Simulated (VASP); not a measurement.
# Input and output of a VASP r²SCAN single-point calculation on HfO2 (strained fluorite)

INCAR

```
SIGMA = 0.01
ISMEAR = 0
METAGGA = R2SCAN
LWAVE = .FALSE.
NBANDS = 18
ALGO = Normal
EDIFF = 1E-7
NSW = 0
LREAL = .FALSE.
ENCUT = 520
LCHARG = .FALSE.
PREC = Accurate
LASPH = .TRUE.
IBRION = -1
NELM = 120
ISIF = 2
```

KPOINTS

```
KPOINTS created by Atomic Simulation Environment
0
Gamma
8 8 8
0 0 0
```

KPOINTS_OPT

```
special points
7
Reciprocal
0.0000000000 0.0000000000 0.0000000000 1
0.5000000000 0.0000000000 0.5000000000 1
0.6250000000 0.2500000000 0.6250000000 1
0.3750000000 0.3750000000 0.7500000000 1
0.5000000000 0.5000000000 0.5000000000 1
0.5000000000 0.2500000000 0.7500000000 1
0.0000000000 0.5000000000 0.5000000000 1
```

POSCAR

```
Hf O
 1.0000000000000000
     0.0762758250000000    2.5548744979000002    2.5548744979000002
     2.5548744979000002    0.0762758250000000    2.5548744979000002
     2.5548744979000002    2.5548744979000002    0.0762758250000000
 Hf  O
   1   2
Cartesian
 -0.0000000000000000 -0.0000000000000000 -0.0000000000000000
  1.2864181250828457  1.2864181250828457  1.2864181250828457
  3.8996066957171540  3.8996066957171540  3.8996066957171536
```

VASP ran with the recommended PBE PAW datasets (22 valence electrons in the cell).

Command

```
mpirun -np 1 vasp_std
```

From OUTCAR

```
k-points           NKPTS =     65   k-points in BZ     NKDIM =     65   number of bands    NBANDS=     18

   NELECT =      22.0000    total number of electrons

   dimension x,y,z NGX =    28 NGY =   28 NGZ =   28
   dimension x,y,z NGXF=    56 NGYF=   56 NGZF=   56

  energy-cutoff  :      520.00
  volume of cell :       31.86
      direct lattice vectors                 reciprocal lattice vectors
     0.076275825  2.554874498  2.554874498    -0.204693879  0.198759899  0.198759899
     2.554874498  0.076275825  2.554874498     0.198759899 -0.204693879  0.198759899
     2.554874498  2.554874498  0.076275825     0.198759899  0.198759899 -0.204693879

 k-points in reciprocal lattice and weights: KPOINTS created by Atomic Simulation Env
   0.00000000  0.00000000  0.00000000       0.002
   0.12500000  0.00000000  0.00000000       0.012
   0.25000000  0.00000000  0.00000000       0.012
   0.37500000  0.00000000  0.00000000       0.012
   0.50000000  0.00000000  0.00000000       0.006
   0.12500000  0.12500000  0.00000000       0.012
   0.25000000  0.12500000  0.00000000       0.023
   0.37500000  0.12500000  0.00000000       0.023
   ...

 E-fermi :   4.2208

 k-point     1 :       0.0000    0.0000    0.0000
  band No.  band energies     occupation
      1     -26.4654      2.00000
      2     -26.4406      2.00000
      3     -26.4406      2.00000
      4     -15.7713      2.00000
      5     -12.6551      2.00000
      6      -1.5815      2.00000
      7      -1.4278      2.00000
      8      -1.4278      2.00000
      9       3.4140      2.00000
     10       3.4140      2.00000
     11       3.5257      2.00000
     12       8.5662      0.00000
     13       8.5662      0.00000
     14      10.7511      0.00000
     15      15.1637      0.00000
     16      15.4640      0.00000
     17      15.4640      0.00000
     18      16.9210      0.00000

 k-point     2 :       0.1250    0.0000    0.0000
  band No.  band energies     occupation
      1     -26.5239      2.00000
      2     -26.4700      2.00000
      3     -26.4504      2.00000
      4     -15.5433      2.00000
      5     -12.8385      2.00000
      6      -1.4012      2.00000
      7      -1.2717      2.00000
      8      -1.0007      2.00000
      9       2.9571      2.00000
     10       3.1392      2.00000
     11       3.2116      2.00000
     12       8.8388      0.00000
     13       8.8901      0.00000
     14      11.3508      0.00000
     15      14.7345      0.00000
     16      14.8838      0.00000
     17      15.2065      0.00000
     18      16.9192      0.00000

 k-point     3 :       0.2500    0.0000    0.0000
  band No.  band energies     occupation
      1     -26.7104      2.00000
      2     -26.4867      2.00000
      3     -26.4738      2.00000
      4     -15.0169      2.00000
      5     -13.1966      2.00000
      6      -0.9795      2.00000
      7      -0.8953      2.00000
      8       0.0106      2.00000
      9       2.0389      2.00000
     10       2.6171      2.00000
     11       2.6469      2.00000
     12       9.2235      0.00000
     13       9.4113      0.00000
     14      11.8382      0.00000
     15      14.3492      0.00000
     16      14.3917      0.00000
     17      14.7368      0.00000
     18      16.9148      0.00000

 k-point     4 :       0.3750    0.0000    0.0000
  band No.  band energies     occupation
      1     -26.8861      2.00000
      2     -26.5028      2.00000
      3     -26.4972      2.00000
      4     -14.6145      2.00000
      5     -13.3505      2.00000
      6      -0.5440      2.00000
      7      -0.5427      2.00000
      8       0.9182      2.00000
      9       1.2564      2.00000
     10       2.1907      2.00000
     11       2.3602      2.00000
     12       9.2528      0.00000
     13       9.5638      0.00000
     14      11.6573      0.00000
     15      14.0611      0.00000
     16      14.4935      0.00000
     17      14.5651      0.00000
     18      16.9050      0.00000

 k-point     5 :       0.5000    0.0000    0.0000
  band No.  band energies     occupation
      1     -26.9559      2.00000
      2     -26.5094      2.00000
      3     -26.5068      2.00000
      4     -14.5380      2.00000
      5     -13.3006      2.00000
      6      -0.4157      2.00000
      7      -0.3646      2.00000
      8       0.9473      2.00000
      9       1.2353      2.00000
     10       2.0745      2.00000
     11       2.3087      2.00000
     12       9.1581      0.00000
     13       9.5103      0.00000
     14      11.9579      0.00000
     15      13.8447      0.00000
     16      14.0384      0.00000
     17      14.4666      0.00000
     18      16.9092      0.00000

 k-point     6 :       0.1250    0.1250    0.0000
  band No.  band energies     occupation
      1     -26.5344      2.00000
      2     -26.4774      2.00000
      3     -26.4598      2.00000
      4     -15.4723      2.00000
      5     -12.8921      2.00000
      6      -1.3574      2.00000
      7      -1.2555      2.00000
      8      -0.8016      2.00000
      9       2.1501      2.00000
     10       3.4390      2.00000
     11       3.5164      2.00000
     12       8.7738      0.00000
     13       8.9949      0.00000
     14      11.5641      0.00000
     15      14.5096      0.00000
     16      14.7747      0.00000
     17      15.0635      0.00000
     18      16.9180      0.00000

 k-point     7 :       0.2500    0.1250    0.0000
  band No.  band energies     occupation
      1     -26.6645      2.00000
      2     -26.5015      2.00000
      3     -26.4854      2.00000
      4     -15.0329      2.00000
      5     -13.1944      2.00000
      6      -1.0598      2.00000
      7      -0.9533      2.00000
      8       0.1197      2.00000
      9       1.1604      2.00000
     10       3.0909      2.00000
     11       3.2733      2.00000
     12       9.1000      0.00000
     13       9.3522      0.00000
     14      12.1334      0.00000
     15      13.9816      0.00000
     16      14.2065      0.00000
     17      14.7437      0.00000
     18      16.9165      0.00000

 k-point     8 :       0.3750    0.1250    0.0000
  band No.  band energies     occupation
      1     -26.8249      2.00000
      2     -26.5292      2.00000
      3     -26.5158      2.00000
      4     -14.5523      2.00000
      5     -13.4294      2.00000
      6      -0.6873      2.00000
      7      -0.6242      2.00000
      8       0.5747      2.00000
      9       1.2091      2.00000
     10       2.5146      2.00000
     11       2.7764      2.00000
     12       9.2788      0.00000
     13       9.5632      0.00000
     14      11.8515      0.00000
     15      13.6783      0.00000
     16      14.0504      0.00000
     17      15.1676      0.00000
     18      16.9118      0.00000

 k-point     9 :       0.5000    0.1250   -0.0000
  band No.  band energies     occupation
      1     -26.9214      2.00000
      2     -26.5594      2.00000
      3     -26.5210      2.00000
      4     -14.3946      2.00000
      5     -13.3966      2.00000
      6      -0.6659      2.00000
      7      -0.2697      2.00000
      8       0.4032      2.00000
      9       1.8113      2.00000
     10       2.1909      2.00000
     11       2.4492      2.00000
     12       9.2862      0.00000
     13       9.5307      0.00000
     14      11.9048      0.00000
     15      13.5036      0.00000
     16      13.9364      0.00000
     17      15.0420      0.00000
     18      16.9103      0.00000

 k-point    10 :      -0.3750    0.1250   -0.0000
  band No.  band energies     occupation
      1     -26.9058      2.00000
      2     -26.5626      2.00000
      3     -26.5091      2.00000
      4     -14.4036      2.00000
      5     -13.4338      2.00000
      6      -0.7567      2.00000
      7      -0.1382      2.00000
      8       0.5668      2.00000
      9       1.6092      2.00000
     10       1.7398      2.00000
     11       2.8330      2.00000
     12       9.2514      0.00000
     13       9.6106      0.00000
     14      11.8841      0.00000
     15      13.5665      0.00000
     16      14.0096      0.00000
     17      15.1284      0.00000
     18      16.9092      0.00000

 k-point    11 :      -0.2500    0.1250    0.0000
  band No.  band energies     occupation
      1     -26.7869      2.00000
      2     -26.5341      2.00000
      3     -26.4883      2.00000
      4     -14.6724      2.00000
      5     -13.4001      2.00000
      6      -0.9369      2.00000
      7      -0.4952      2.00000
      8       0.7950      2.00000
      9       1.1840      2.00000
     10       1.8108      2.00000
     11       3.2587      2.00000
     12       9.2465      0.00000
     13       9.6370      0.00000
     14      11.9068      0.00000
     15      13.6865      0.00000
     16      14.3353      0.00000
     17      15.1164      0.00000
     18      16.9130      0.00000

 ...

  Total        0.0897760      0.0897760      0.0897760     -0.4331428     -0.4331428     -0.4331428
  in kB        4.5146448      4.5146448      4.5146448    -21.7818469    -21.7818469    -21.7818469
  external PRESSURE =       4.5146448 kB  Pullay stress =       0.0000000 kB

 POSITION                                       TOTAL-FORCE (eV/Angst)
 -----------------------------------------------------------------------------------
      0.00000      0.00000      0.00000        -0.000000     -0.000000      0.000000
      1.28642      1.28642      1.28642         0.019856      0.019856      0.019856
      3.89961      3.89961      3.89961        -0.019856     -0.019856     -0.019856
 -----------------------------------------------------------------------------------
    total drift:                                0.000000      0.000000      0.000000

  FREE ENERGIE OF THE ION-ELECTRON SYSTEM (eV)
  ---------------------------------------------------
  free  energy   TOTEN  =       -68.5321733535 eV

  energy  without entropy=      -68.5321733535  energy(sigma->0) =      -68.53217335
```

```
gap between bands v and c : 4.37 eV
least direct gap          : 4.37 eV
pressure                  : 0.5 GPa
largest force             : 0.03 eV/Å
```

Band v is the last that the valence electrons fill when counted band by band, and c is the next.

The run took about 1.9 min on one core of a shared host (Intel Xeon Platinum 8488C) and held 0.21 GiB at most.
